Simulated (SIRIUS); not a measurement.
Input of a SIRIUS 7.12.0 run:

The input sirius.json:

```json
{
  "control": {
    "processing_unit": "cpu",
    "std_evp_solver_name": "lapack",
    "gen_evp_solver_name": "lapack",
    "verbosity": 2,
    "print_forces": true,
    "ortho_rf": true,
    "use_second_variation": true,
    "rmt_max": 3.0,
    "num_bands_to_print": 24,
    "save_wf": true
  },
  "parameters": {
    "electronic_structure_method": "full_potential_lapwlo",
    "xc_functionals": ["XC_GGA_X_PBE", "XC_GGA_C_PBE"],
    "core_relativity": "dirac",
    "valence_relativity": "iora",
    "num_fv_states": 51,
    "smearing": "fermi_dirac",
    "smearing_width": 0.0018374661,
    "pw_cutoff": 20,
    "gk_cutoff": 3.65,
    "lmax_apw": 10,
    "lmax_rho": 8,
    "lmax_pot": 8,
    "num_mag_dims": 0,
    "auto_rmt": 0,
    "ngridk": [7, 7, 4],
    "shiftk": [0, 0, 0],
    "num_dft_iter": 80,
    "energy_tol": 1e-07,
    "density_tol": 1e-05,
    "use_symmetry": true
  },
  "settings": {"tol_ne": 1e-10},
  "iterative_solver": {"type": "exact"},
  "mixer": {"type": "anderson", "beta": 0.5, "max_history": 8},
  "unit_cell": {
    "lattice_vectors": [[8.1258223359, 0.0, 0.0], [-4.0629111679, 7.0371685696, 0.0], [0.0, 0.0, 13.2658773949]],
    "atom_types": ["Cd", "Se"],
    "atom_files": {"Cd": "Cd.json", "Se": "Se.json"},
    "atoms": {
      "Cd": [[0.6666666667, 0.3333333333, 0.5], [0.3333333333, 0.6666666667, 0.0]],
      "Se": [[0.6666666667, 0.3333333333, 0.885], [0.3333333333, 0.6666666667, 0.385]]
    }
  }
}
```

File Cd.json:

```json
{
  "name": "cadmium",
  "symbol": "Cd",
  "number": 48,
  "mass": 112.411,
  "rmin": 1e-06,
  "rmt": 2.45,
  "nrmt": 800,
  "rinf": 14.45,
  "core": "1s2s2p3s3p3d",
  "valence": [
    {"basis": [{"enu": -0.09, "dme": 0, "n": 0, "auto": 0}, {"enu": -0.09, "dme": 1, "n": 0, "auto": 0}]},
    {"l": 0, "n": 1, "basis": [{"enu": 0.01, "dme": 0, "n": 0, "auto": 0}]},
    {"l": 1, "n": 2, "basis": [{"enu": 0.01, "dme": 0, "n": 0, "auto": 0}]},
    {"l": 2, "n": 3, "basis": [{"enu": -0.0502, "dme": 0, "n": 0, "auto": 0}]},
    {"l": 3, "n": 4, "basis": [{"enu": 0.01, "dme": 0, "n": 0, "auto": 0}]}
  ],
  "lo": [
    {"l": 0, "basis": [{"enu": 0.01, "dme": 0, "n": 0, "auto": 0}, {"enu": 0.01, "dme": 1, "n": 0, "auto": 0}]},
    {
      "l": 0,
      "basis": [{"enu": -3.6489, "dme": 0, "n": 4, "auto": 1}, {"enu": -3.6489, "dme": 1, "n": 4, "auto": 1}]
    },
    {
      "l": 0,
      "basis": [{"enu": -3.6489, "dme": 1, "n": 4, "auto": 1}, {"enu": 0.01, "dme": 0, "n": 0, "auto": 0}]
    },
    {"l": 0, "basis": [{"enu": 0.01, "dme": 0, "n": 0, "auto": 0}, {"enu": 2.6756, "dme": 0, "n": 0, "auto": 0}]},
    {"l": 1, "basis": [{"enu": 0.01, "dme": 0, "n": 0, "auto": 0}, {"enu": 0.01, "dme": 1, "n": 0, "auto": 0}]},
    {
      "l": 1,
      "basis": [{"enu": -2.2296, "dme": 0, "n": 4, "auto": 1}, {"enu": -2.2296, "dme": 1, "n": 4, "auto": 1}]
    },
    {
      "l": 1,
      "basis": [{"enu": -2.2296, "dme": 1, "n": 4, "auto": 1}, {"enu": 0.01, "dme": 0, "n": 0, "auto": 0}]
    },
    {"l": 1, "basis": [{"enu": 0.01, "dme": 0, "n": 0, "auto": 0}, {"enu": 3.0754, "dme": 0, "n": 0, "auto": 0}]},
    {
      "l": 2,
      "basis": [{"enu": -0.0502, "dme": 0, "n": 0, "auto": 0}, {"enu": -0.0502, "dme": 1, "n": 0, "auto": 0}]
    },
    {
      "l": 2,
      "basis": [{"enu": -0.0502, "dme": 1, "n": 0, "auto": 0}, {"enu": -0.0502, "dme": 2, "n": 0, "auto": 0}]
    },
    {
      "l": 2,
      "basis": [{"enu": -0.0502, "dme": 0, "n": 0, "auto": 0}, {"enu": 2.5487, "dme": 0, "n": 0, "auto": 0}]
    },
    {"l": 3, "basis": [{"enu": 0.01, "dme": 0, "n": 0, "auto": 0}, {"enu": 0.01, "dme": 1, "n": 0, "auto": 0}]},
    {"l": 3, "basis": [{"enu": 0.01, "dme": 0, "n": 0, "auto": 0}, {"enu": 2.9088, "dme": 0, "n": 0, "auto": 0}]}
  ],
  "free_atom": [... radial grid and density of the free atom, the start of the SCF ...]
}
```

Contents of Se.json:

```json
{
  "name": "selenium",
  "symbol": "Se",
  "number": 34,
  "mass": 78.96,
  "rmin": 1e-06,
  "rmt": 2.3,
  "nrmt": 800,
  "rinf": 13.6,
  "core": "1s2s2p3s",
  "valence": [
    {"basis": [{"enu": -0.09, "dme": 0, "n": 0, "auto": 0}, {"enu": -0.09, "dme": 1, "n": 0, "auto": 0}]},
    {"l": 0, "n": 1, "basis": [{"enu": -0.1383, "dme": 0, "n": 0, "auto": 0}]},
    {"l": 1, "n": 2, "basis": [{"enu": 0.01, "dme": 0, "n": 0, "auto": 0}]},
    {"l": 2, "n": 3, "basis": [{"enu": 0.01, "dme": 0, "n": 0, "auto": 0}]},
    {"l": 3, "n": 4, "basis": [{"enu": 0.01, "dme": 0, "n": 0, "auto": 0}]}
  ],
  "lo": [
    {
      "l": 0,
      "basis": [{"enu": -0.1383, "dme": 0, "n": 0, "auto": 0}, {"enu": -0.1383, "dme": 1, "n": 0, "auto": 0}]
    },
    {
      "l": 0,
      "basis": [{"enu": -0.1383, "dme": 1, "n": 0, "auto": 0}, {"enu": -0.1383, "dme": 2, "n": 0, "auto": 0}]
    },
    {
      "l": 0,
      "basis": [{"enu": -0.1383, "dme": 0, "n": 0, "auto": 0}, {"enu": 2.1301, "dme": 0, "n": 0, "auto": 0}]
    },
    {"l": 1, "basis": [{"enu": 0.01, "dme": 0, "n": 0, "auto": 0}, {"enu": 0.01, "dme": 1, "n": 0, "auto": 0}]},
    {
      "l": 1,
      "basis": [{"enu": -5.3506, "dme": 0, "n": 3, "auto": 1}, {"enu": -5.3506, "dme": 1, "n": 3, "auto": 1}]
    },
    {
      "l": 1,
      "basis": [{"enu": -5.3506, "dme": 1, "n": 3, "auto": 1}, {"enu": 0.01, "dme": 0, "n": 0, "auto": 0}]
    },
    {"l": 1, "basis": [{"enu": 0.01, "dme": 0, "n": 0, "auto": 0}, {"enu": 3.4883, "dme": 0, "n": 0, "auto": 0}]},
    {"l": 2, "basis": [{"enu": 0.01, "dme": 0, "n": 0, "auto": 0}, {"enu": 0.01, "dme": 1, "n": 0, "auto": 0}]},
    {
      "l": 2,
      "basis": [{"enu": -1.7095, "dme": 0, "n": 3, "auto": 1}, {"enu": -1.7095, "dme": 1, "n": 3, "auto": 1}]
    },
    {
      "l": 2,
      "basis": [{"enu": -1.7095, "dme": 1, "n": 3, "auto": 1}, {"enu": 0.01, "dme": 0, "n": 0, "auto": 0}]
    },
    {"l": 2, "basis": [{"enu": 0.01, "dme": 0, "n": 0, "auto": 0}, {"enu": 3.9419, "dme": 0, "n": 0, "auto": 0}]},
    {"l": 3, "basis": [{"enu": 0.01, "dme": 0, "n": 0, "auto": 0}, {"enu": 0.01, "dme": 1, "n": 0, "auto": 0}]},
    {"l": 3, "basis": [{"enu": 0.01, "dme": 0, "n": 0, "auto": 0}, {"enu": 3.2992, "dme": 0, "n": 0, "auto": 0}]}
  ],
  "free_atom": [... radial grid and density of the free atom, the start of the SCF ...]
}
```

Contents of sirius_start.json:

```json
{
  "control": {
    "processing_unit": "cpu",
    "std_evp_solver_name": "lapack",
    "gen_evp_solver_name": "lapack",
    "verbosity": 1,
    "print_forces": false,
    "ortho_rf": true,
    "use_second_variation": true,
    "rmt_max": 3.0,
    "num_bands_to_print": 24,
    "save_wf": false
  },
  "parameters": {
    "electronic_structure_method": "full_potential_lapwlo",
    "xc_functionals": ["XC_LDA_X", "XC_LDA_C_PW"],
    "core_relativity": "dirac",
    "valence_relativity": "iora",
    "num_fv_states": 51,
    "smearing": "fermi_dirac",
    "smearing_width": 0.0055123983,
    "pw_cutoff": 20,
    "gk_cutoff": 2.92,
    "lmax_apw": 10,
    "lmax_rho": 8,
    "lmax_pot": 8,
    "num_mag_dims": 0,
    "auto_rmt": 0,
    "ngridk": [3, 3, 2],
    "shiftk": [0, 0, 0],
    "num_dft_iter": 30,
    "energy_tol": 0.01,
    "density_tol": 0.05,
    "use_symmetry": true
  },
  "settings": {"tol_ne": 1e-10},
  "iterative_solver": {"type": "exact"},
  "mixer": {"type": "anderson", "beta": 0.5, "max_history": 8},
  "unit_cell": {
    "lattice_vectors": [[8.1258223359, 0.0, 0.0], [-4.0629111679, 7.0371685696, 0.0], [0.0, 0.0, 13.2658773949]],
    "atom_types": ["Cd", "Se"],
    "atom_files": {"Cd": "Cd.json", "Se": "Se.json"},
    "atoms": {
      "Cd": [[0.6666666667, 0.3333333333, 0.5], [0.3333333333, 0.6666666667, 0.0]],
      "Se": [[0.6666666667, 0.3333333333, 0.885], [0.3333333333, 0.6666666667, 0.385]]
    }
  }
}
```

Potentials or basis: all-electron FP-LAPW, apw+lo standard.

Command:

```console
$ OMP_NUM_THREADS=1 sirius.scf --input=sirius_start.json --output=start.json
$ OMP_NUM_THREADS=1 sirius.scf --input=sirius.json --output=output.json --task=1
```

Q: What does it give for the band gap on the k mesh?

A: 0.70 eV, direct.

**What was measured.**

A printed reference work, data compilation reports, for a bulk crystal of CdSe at 2 K: band gap 1.841 eV.

A measured gap of CdSe is 1.841 eV (2 K; a printed reference work, data compilation); the calculated 0.70 eV misses it by -1.14 eV. So large a miss can be the level of theory's own, or it may mean another phase, state or a wrong row. Spin-orbit coupling on Cd, Se is left out. The value is that of PBE, without temperature or zero-point motion. Semilocal functionals fall short of measured gaps as a rule.
